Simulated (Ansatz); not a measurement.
**What spin–orbit coupling does to the bands of Ti**

```
Ti
1.0
     0.00000    2.05457    2.05457
     2.05457    0.00000    2.05457
     2.05457    2.05457    0.00000
Ti
1
Direct
  0.00000 0.00000 0.00000
```

Structure from Materials Project entry mp-6985 (possibly hypothetical), not relaxed further.

Levels of theory: DFT, PBE, all-electron LAPW, scalar-relativistic (Ansatz 0.2.0); DFT, PBE, all-electron LAPW, Dirac equation with spin-orbit coupling (Ansatz 0.2.0).

Settings: a Γ-centred 14×14×14 k mesh, Fermi–Dirac smearing of 0.03 eV, basis error target 0.5 meV/atom, no spin polarisation.

Levels between -6 and 1 eV, each run counted from its own valence-band top where it has a gap, else its Fermi level. Scalar levels are listed once for both spins; with the coupling every spinor state is counted. Levels near the edges of the range can cross them.

Task: At Γ (0.000, 0.000, 0.000) the scalar-relativistic levels are 0.88 (×3). What are they with spin–orbit coupling?

Result: 0.87 (×4), 0.90 (×2).

Task: At W (0.500, 0.250, 0.750) the scalar-relativistic levels are -1.52, -0.38 (×2). What are they with spin–orbit coupling?

Result: -1.52 (×2), -0.39 (×2), -0.38 (×2).

Task: At L (0.500, 0.500, 0.500) the scalar-relativistic levels are -2.58, 0.63, 0.77 (×2). What are they with spin–orbit coupling?

Result: -2.58 (×2), 0.63 (×2), 0.75 (×2), 0.78 (×2).
